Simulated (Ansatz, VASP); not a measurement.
# ZnS in VASP and in Ansatz

```
CELL_PARAMETERS angstrom
3.73821 0.00000 0.00000
-1.86910 3.23738 0.00000
0.00000 0.00000 6.14301
ATOMIC_POSITIONS crystal
Zn 0.33333 0.66667 0.00559
Zn 0.66667 0.33333 0.50559
S 0.33333 0.66667 0.37941
S 0.66667 0.33333 0.87941
```

Alike in both runs: functional LDA; k mesh 9 × 9 × 6; occupations gaussian, width 0.02 eV; no spin polarisation.

Ansatz relaxed the structure, and its values are those at the end. VASP's run is a single point on that final structure, the one shown.

```csv
,VASP,Ansatz
version,VASP 6.6.1,Ansatz 0.2.0
potentials or method,"VASP PAW LDA potentials, release 64 (Zn, S)","scalar-relativistic, plane waves, PAW"
plane-wave cutoff (eV),520,420
valence electrons in the cell,36,36
```

|  | VASP | Ansatz | Ansatz less VASP |
| --- | --- | --- | --- |
| gap on the k mesh at the Fermi level (eV) | 2.23 | 2.19 | -0.034 |
| least direct gap on the mesh (eV) | 2.23 | 2.19 | -0.034 |
| pressure (GPa) | 0.2 | 0.0 | -0.24 |
